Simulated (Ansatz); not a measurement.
# C: the cost of one run

Program: Ansatz 0.2.0. Level of theory: DFT PBE, scalar-relativistic, plane waves, PAW. These are calculated values, not measurements.

28 further runs of the same task are left out: 28 set aside as unsound or not needed.

## Step 1: Starting point

Symmetry: P-3m1, No. 164, trigonal system. The conventional cell has a = 2.580 Å, b = 2.580 Å, c = 28.000 Å, α = 90.00°, β = 90.00°, γ = 120.00°. Around C (site symmetry 3m) lie 3 C at 1.52 Å.

As a file:

```cif
data_structure
_symmetry_space_group_name_H-M 'P-3m1'
_symmetry_Int_Tables_number 164
_cell_length_a 2.5795
_cell_length_b 2.5795
_cell_length_c 28.0000
_cell_angle_alpha 90.000
_cell_angle_beta 90.000
_cell_angle_gamma 120.000
_cell_volume 161.35
loop_
_atom_site_label
_atom_site_type_symbol
_atom_site_symmetry_multiplicity
_atom_site_Wyckoff_symbol
_atom_site_fract_x
_atom_site_fract_y
_atom_site_fract_z
_atom_site_occupancy
C1 C 2 d 0.33333 0.66667 0.50543 1
```

## Step 5: Setting up the map

Atoms count from 1 in the order of the input.

The lattice constant and the buckling of a sheet are varied, nothing relaxed.

- lattice constant a of the sheet (both vectors scaled alike): 8 values from 2.220 to 2.664 Å
- buckling: height of C1 above C2: 8 values from 0.000 to 1.000 Å

Nothing else is relaxed. Points are written as (first, second).

(The set-up runs are not shown.)

## Step 6: Point (2.220 Å, 0.000 Å)

The sheet is isolated along c: the input cuts the Coulomb interaction between periodic copies.

Contents of input.yaml:

```yaml
crystal:
  lattice:
    - [2.22, 0.0, 0.0]
    - [-1.11, 1.9225763964, 0.0]
    - [0.0, 0.0, 28.0]
  atoms:
    - { symbol: C, position: [0.3333333333, 0.6666666667, 0.5] }
    - { symbol: C, position: [0.6666666667, 0.3333333333, 0.5] }
  periodic: [true, true, false]
basis:
  ecutwfc: 420
kpoints:
  mp_grid: { grid: [21, 21, 1] }
hamiltonian:
  xc: pbe
scf:
  occupations: { method: gaussian, width: 0.1 }
output:
  forces: true
  stress: true
  eigenvalues: true
```

Command:

```bash
ansatz run input.yaml --threads 1 --pin off --max-ram 3072MiB --backend cpu --events-out ev --progress --plain --runs-dir out
```

**Question.** How long does this run take on 1 thread of Intel Xeon Platinum 8259CL at 2.50GHz (Skylake/Cascade Lake), shared host, and how much memory does it need?

About 3.6 s, with a peak of 0.41 GiB.
